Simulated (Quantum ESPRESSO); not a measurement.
Rh and the effect of the dispersion correction

The cell as given:

It takes space group P6_3/mmc (No. 194, hexagonal). The conventional cell has a = 2.731 Å, b = 2.731 Å, c = 4.428 Å, α = 90.00°, β = 90.00°, γ = 120.00°. Around Rh (site symmetry -6m2) lie 12 Rh at 2.72 to 2.73 Å.

This isn't the form of Rh at room conditions, which is fcc.

Kept alike: task relaxation of cell and atoms; functional PBEsol; k mesh 11 × 11 × 6; occupations fermi-dirac, width 0.05 eV; no spin polarisation. Program: Quantum ESPRESSO, GBRV 1.5 PBEsol, cutoff 612 eV. The mesh is that of the run's cell of 2 atoms. No spin-orbit coupling.

| dispersion correction | volume (Å³/atom) | first edge of the run's cell (Å) | third edge of the run's cell (Å) |
| --- | --- | --- | --- |
| D3(zero) | 13.375 | 2.673 | 4.325 |
| D3(BJ) | 13.349 | 2.672 | 4.319 |
| D4 | 13.355 | 2.671 | 4.322 |
| none | 13.590 | 2.687 | 4.346 |
| rVV10 | 13.308 | 2.668 | 4.317 |

The relaxations keep at least the cell's symmetry (P6_3/mmc). For a metal such a mesh leaves the last digits unconverged. Relaxations stop with a little pressure left, so the last digits of a volume or edge aren't settled.

Q: What does the dispersion correction change here?

A: The volume runs from 13.308 (rVV10) to 13.590 Å³/atom (none). Against no correction: D3(zero) -1.6 %; D3(BJ) -1.8 %; D4 -1.7 %; rVV10 -2.1 %. Dispersion terms mostly attract and so lower the volume; the schemes' coefficients and damping set how far. The first edge of the run's cell runs from 2.668 (rVV10) to 2.687 Å (none). The third edge of the run's cell runs from 4.317 (rVV10) to 4.346 Å (none).
